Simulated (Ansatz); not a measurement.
Input and command of a calculation in Ansatz (plane waves; scalar-relativistic PAW potentials unless the input names others):

```yaml
crystal:
  lattice:
    - [3.8197405038, 5.4912e-06, 0.0085240613]
    - [-1.9098654964, 3.3079950578, -0.0085240613]
    - [-1.9032660756, 1.0988511811, 2.9867824731]
  atoms:
    - { symbol: Co, position: [0.0, 0.0, 0.0] }
    - { symbol: Si, position: [0.7453910101, 0.2546089899, 0.2386380629] }
    - { symbol: Si, position: [0.2546089899, 0.7453910101, 0.7613619371] }
basis:
  ecutwfc: 420
kpoints:
  mp_grid: { grid: [9, 9, 12] }
hamiltonian:
  xc: lda
scf:
  occupations: { method: gaussian, width: 0.1 }
  initial_density: { chi_scale: 0.1 }
output:
  forces: true
  eigenvalues: true
  stress: true
```

```bash
ansatz run input.yaml --threads 4 --pin off --max-ram 8192MiB --backend cpu --events-out ev --progress --plain --runs-dir out
```

Abridged log:
```
Basis set: ecut = 420 eV, 731 PW (Γ)
Bands: 17, of which v1, the nominal top of the filled ones, is band 13 counted from 1 (12 counted from 0)
Symmetry: 4 space group operations
k-points: 275 of 972
SCF iter   1: F=—  HF=-6283.272014 eV  |F-HF|=—  |Δ(HF+E_count)|=         —  Δρ=1.34e-1  dr2=8.21e0  ethr=3.10e-3  ⟨swp⟩=5.3  Hψ=23776  notcnv=0
SCF iter   2: F=—  HF=-6282.387204 eV  |F-HF|=—  |Δ(HF+E_count)|=   8.85e-1  Δρ=5.39e-2  dr2=1.96e0  ethr=3.10e-3  ⟨swp⟩=2.1  Hψ=9046  notcnv=0  defer=86
SCF iter   3: F=—  HF=-6281.913486 eV  |F-HF|=—  |Δ(HF+E_count)|=   4.74e-1  Δρ=2.15e-2  dr2=2.53e-1  ethr=3.10e-3  ⟨swp⟩=2.2  Hψ=8237  notcnv=0  defer=84
SCF iter   4: F=—  HF=-6281.876633 eV  |F-HF|=—  |Δ(HF+E_count)|=   3.69e-2  Δρ=1.11e-2  dr2=3.49e-2  ethr=1.01e-3  ⟨swp⟩=2.0  Hψ=7948  notcnv=0  defer=83
SCF iter   5: F=—  HF=-6281.874310 eV  |F-HF|=—  |Δ(HF+E_count)|=   2.32e-3  Δρ=4.12e-3  dr2=7.18e-3  ethr=1.40e-4  ⟨swp⟩=1.4  Hψ=5088  notcnv=0  defer=82
SCF iter   6: F=—  HF=-6281.873417 eV  |F-HF|=—  |Δ(HF+E_count)|=   8.94e-4  Δρ=1.27e-3  dr2=8.70e-4  ethr=2.87e-5  ⟨swp⟩=1.0  Hψ=4608  notcnv=0  defer=82
SCF iter   7: F=—  HF=-6281.873261 eV  |F-HF|=—  |Δ(HF+E_count)|=   1.56e-4  Δρ=1.59e-4  dr2=1.61e-5  ethr=3.48e-6  ⟨swp⟩=1.4  Hψ=5077  notcnv=0  defer=82
SCF iter   8: F=—  HF=-6281.873256 eV  |F-HF|=—  |Δ(HF+E_count)|=   4.18e-6  Δρ=2.96e-5  dr2=4.23e-7  ethr=6.43e-8  ⟨swp⟩=2.4  Hψ=6371  notcnv=0  defer=82
SCF iter   9: F=-6281.873256 eV  HF=-6281.873256 eV  |F-HF|=1.85e-8  |Δ(HF+E_count)|=   1.00e-7  Δρ=9.51e-6  dr2=2.51e-8  ethr=4.00e-10  ⟨swp⟩=6.6  Hψ=22443  notcnv=0
SCF 1 converged in 9 iterations: F = -6281.873256 eV  dr2 = 2.51e-8
SCF converged after 9 iterations
Free energy (F): -6281.873256 eV
Harris-Foulkes:  -6281.873256 eV  (|F-HF|=1.85e-8)
Internal energy: -6281.867030 eV  (E = F + TS)
E sigma→0 (E₀):  -6281.870143 eV
Entropy (-TS):   -0.006226 eV (-2.075 meV/atom)
Fermi energy:    12.856146 eV
--- Forces (eV/Å), atoms counted from 1 ---
  atom   1  Co     0.00000000     0.00000000     0.00000000
  atom   2  Si     0.00739124    -0.00426733     0.00172795
  atom   3  Si    -0.00739124     0.00426733    -0.00172795
--- Stress (GPa, compression-positive) ---
       -8.584905       0.050020       0.004027
        0.050020      -8.527147      -0.002325
        0.004028      -0.002325      -0.023851
  P = ⅓ Tr σ = -5.7120 GPa (-57.120 kbar)
```

Apart from outputs and empty bands, the input differs from a reference run on usual settings in scf.initial_density.chi_scale: not typed → 0.1. The reference, at the same geometry (not necessarily relaxed), gave pressure -5.71 GPa, largest force 0.009 eV/Å, no gap on the mesh. This run converged in 9 SCF iterations (reference: 8) with an energy at zero smearing within 0.01 meV/atom of the reference's, pressure -5.71 GPa, largest force 0.009 eV/Å, no gap on the mesh.

The run took 3 s on 4 threads of Intel(R) Xeon(R) Platinum 8259CL CPU @ 2.50GHz (Skylake/Cascade Lake), with other jobs on the host, peak memory 0.46 GiB.